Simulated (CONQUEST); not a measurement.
The system is GaP.

```
Ga P
1.0
     3.85409    0.00000    0.00000
     0.00000    3.85409    0.00000
     0.00000    0.00000    5.45050
Ga P
2 2
Direct
  0.00000 0.00000 0.00000
  0.50000 0.50000 0.50000
  0.00000 0.50000 0.25000
  0.50000 0.00000 0.75000
```

| Item | Value |
| --- | --- |
| Program | CONQUEST 1.3 |
| Task | single point |
| Functional | PBE |
| Potentials or basis | PseudoDojo NC PBE, DZP, grid cutoff 120 Ha |
| k mesh | 7 × 7 × 5 |
| Occupations | fermi-dirac, width 0.05 eV |
| Spin | no spin polarisation |

On this cell: pressure 3.4 GPa; largest force zero by symmetry; band gap on the k mesh 1.54 eV.

The same run follows on a disturbed copy (atoms moved at random, drawn with an rms of 0.05 Å):

```
CELL_PARAMETERS angstrom
3.85409 0.00000 0.00000
0.00000 3.85409 0.00000
0.00000 0.00000 5.45050
ATOMIC_POSITIONS crystal
Ga 0.00885 0.00717 0.99145
Ga 0.50885 0.50717 0.49145
P 0.00019 0.50025 0.24738
P 0.50019 0.00025 0.74738
```

What changes?

The energy moves by +7.8 meV/atom; pressure 3.5 GPa; largest force 0.591 eV/Å; band gap on the k mesh 1.36 eV.

Forces in eV/Å, atoms in the order of the input:
```
Ga  -0.397 -0.262  0.349
Ga  -0.397 -0.262  0.349
P    0.387  0.252 -0.345
P    0.387  0.252 -0.345
```

Caveats: the box holds several primitive cells, so bands are folded and the points are those of the box's own zone; an odd mesh through Γ misses points on the zone boundary, where band edges often lie; the basis of atomic orbitals isn't converged, which shifts pressures, moduli and gaps.
